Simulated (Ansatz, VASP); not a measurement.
# NaCl in VASP and in Ansatz

INCAR

```
PREC = Accurate ; ENCUT = 520
EDIFF = 1E-7 ; ISMEAR = 0
SIGMA = 0.01 ; LREAL = False
LASPH = True ; NELM = 60
ALGO = Normal ; ISIF = 2
LWAVE = False ; LCHARG = True
GGA = PS ; LELF = True
LVHAR = True ; NBANDS = 14
```

Contents of KPOINTS:

```
regular mesh
0
Gamma
  8 8 8
```

POSCAR

```
NaCl
1.0
    0.0000000000      2.7821533052      2.7821533052
    2.7821533052      0.0000000000      2.7821533052
    2.7821533052      2.7821533052      0.0000000000
Na Cl
1 1
Direct
    0.0000000000      0.0000000000      0.0000000000
    0.5000000000      0.5000000000      0.5000000000
```

Input for Ansatz:

```yaml
crystal:
  lattice:
    - [0.0, 2.7821533052, 2.7821533052]
    - [2.7821533052, 0.0, 2.7821533052]
    - [2.7821533052, 2.7821533052, 0.0]
  atoms:
    - { symbol: Na, position: [0.0, 0.0, 0.0] }
    - { symbol: Cl, position: [0.5, 0.5, 0.5] }
basis:
  ecutwfc: 420
kpoints:
  mp_grid: { grid: [8, 8, 8] }
hamiltonian:
  xc: pbesol
scf:
  occupations: { method: fixed }
output:
  forces: true
  stress: true
  eigenvalues: true
  write_density: true
  write_potential: true
  elf: true
  volumetric_format: npy
```

Alike in both runs: task single point; functional PBEsol; k mesh 8 × 8 × 8; no spin polarisation.

|  | VASP | Ansatz |
| --- | --- | --- |
| version | VASP 6.6.1 | Ansatz 0.2.0 |
| potentials or method | VASP PAW PBE potentials, release 64 (Na_pv, Cl) | scalar-relativistic, plane waves, PAW |
| plane-wave cutoff (eV) | 520 | 420 |
| occupations | gaussian, width 0.01 eV | fixed |
| valence electrons in the cell | 14 | 16 |

VASP gave:

* gap on the k mesh at the Fermi level (eV): 5.08
* least direct gap on the mesh (eV): 5.08
* pressure (GPa): 0.6

Problem. Estimate Ansatz's values.

Solution. gap on the k mesh at the Fermi level (eV): 5.09; least direct gap on the mesh (eV): 5.09; pressure (GPa): 0.6.

The two sets of potentials don't hold the same shells in valence.

Caveats: the PAW data sets were made with another functional, which shifts forces and pressure a little (VASP).
